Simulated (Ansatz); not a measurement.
Input and command of a plane-wave DFT calculation in Ansatz:

```yaml
crystal:
  lattice:
    - [-2.5539396017, 0.0, 0.0]
    - [-1.2769698008, -2.2117765748, 0.0]
    - [0.0, 0.0, 12.930565]
  atoms:
    - { symbol: B, position: [0.6666666667, 0.6666666667, 0.2246130401] }
    - { symbol: B, position: [0.6666666667, 0.6666666667, 0.551501695] }
    - { symbol: B, position: [0.6666666667, 0.6666666667, 0.8783903499] }
    - { symbol: B, position: [0.3333333333, 0.3333333333, 0.0611687127] }
    - { symbol: B, position: [0.3333333333, 0.3333333333, 0.3880573676] }
    - { symbol: B, position: [0.3333333333, 0.3333333333, 0.7149460225] }
    - { symbol: "N", position: [0.6666666667, 0.6666666667, 0.1022102371] }
    - { symbol: "N", position: [0.6666666667, 0.6666666667, 0.429098892] }
    - { symbol: "N", position: [0.6666666667, 0.6666666667, 0.7559875469] }
    - { symbol: "N", position: [0.3333333333, 0.3333333333, 0.9194318743] }
    - { symbol: "N", position: [0.3333333333, 0.3333333333, 0.2656545645] }
    - { symbol: "N", position: [0.3333333333, 0.3333333333, 0.5925432194] }
basis:
  ecutwfc: 500
kpoints:
  mp_grid: { grid: [10, 10, 2] }
hamiltonian:
  xc: r2scan
scf:
  occupations: { method: gaussian, width: 0.05 }
output:
  forces: true
  stress: true
  eigenvalues: true
  write_density: true
  write_potential: true
  elf: true
  volumetric_format: npy
```

```bash
ansatz run input.yaml --threads 2 --pin off --max-ram 5120MiB --backend cpu --events-out ev --progress --plain --runs-dir out
```

Processor: Oxide Virtual Turin-like Processor (Zen 5), 2 threads, on a host shared with other jobs.

**Question.** Estimate time, memory and problem size.

**Answer.** About 5.9 s on 2 threads of Oxide Virtual Turin-like Processor (Zen 5) (shared host), peak memory 0.51 GiB. It solves 36 bands at 28 k points (the mesh reduced by symmetry) with about 1859 plane waves, in 9 SCF iterations.
